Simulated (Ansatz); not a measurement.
Cell and atoms are relaxed with the symmetry kept. Start:

```
Zr Si
1.0
     1.85300   -7.36750    0.00000
     1.85300    7.36750    0.00000
     0.00000    0.00000    3.67200
Zr Si
2 4
Direct
  0.89460 0.10540 0.25000
  0.10540 0.89460 0.75000
  0.55220 0.44780 0.25000
  0.44780 0.55220 0.75000
  0.24960 0.75040 0.25000
  0.75040 0.24960 0.75000
```

All numbers below come from Ansatz 0.2.0, DFT PBE, scalar-relativistic, plane waves, PAW.

Cutoff 420 eV; k points 10×10×10 on the computed 6-atom cell (Γ-centred); Gaussian smearing, width 0.10 eV; no spin polarisation.

What does it relax to?

The volume rises by 0.09 Å³/atom to 16.80 Å³/atom, and the energy falls by 0.9 meV/atom. Final structure:
```
CELL_PARAMETERS angstrom
1.85260 -7.39400 0.00000
1.85260 7.39400 0.00000
0.00000 0.00000 3.67907
ATOMIC_POSITIONS crystal
Zr 0.89467 0.10533 0.25000
Zr 0.10533 0.89467 0.75000
Si 0.55310 0.44690 0.25000
Si 0.44690 0.55310 0.75000
Si 0.25031 0.74969 0.25000
Si 0.74969 0.25031 0.75000
```

Course of the relaxation (steps run on the plane waves of an earlier cell, and the basis is chosen afresh near the end, so energy and pressure can step there; trial steps that raised the energy were taken back; energies are free energies):

```json
{"step": "1", "E − E_final (meV/atom)": "0.9", "largest force component (eV/Å)": "0.184", "P (GPa)": "0.79", "V (Å³/atom)": "16.71"}
{"step": "2", "E − E_final (meV/atom)": "0.5", "largest force component (eV/Å)": "0.079", "P (GPa)": "-0.48", "V (Å³/atom)": "16.88"}
{"step": "3", "E − E_final (meV/atom)": "0.1", "largest force component (eV/Å)": "0.041", "P (GPa)": "-0.04", "V (Å³/atom)": "16.81"}
{"step": "4", "E − E_final (meV/atom)": "0.0", "largest force component (eV/Å)": "0.008", "P (GPa)": "0.02", "V (Å³/atom)": "16.79"}
{"step": "5", "E − E_final (meV/atom)": "0.0", "largest force component (eV/Å)": "0.002", "P (GPa)": "-0.01", "V (Å³/atom)": "16.80"}
{"step": "6", "E − E_final (meV/atom)": "0.0", "largest force component (eV/Å)": "0.002", "P (GPa)": "0.00", "V (Å³/atom)": "16.80"}
```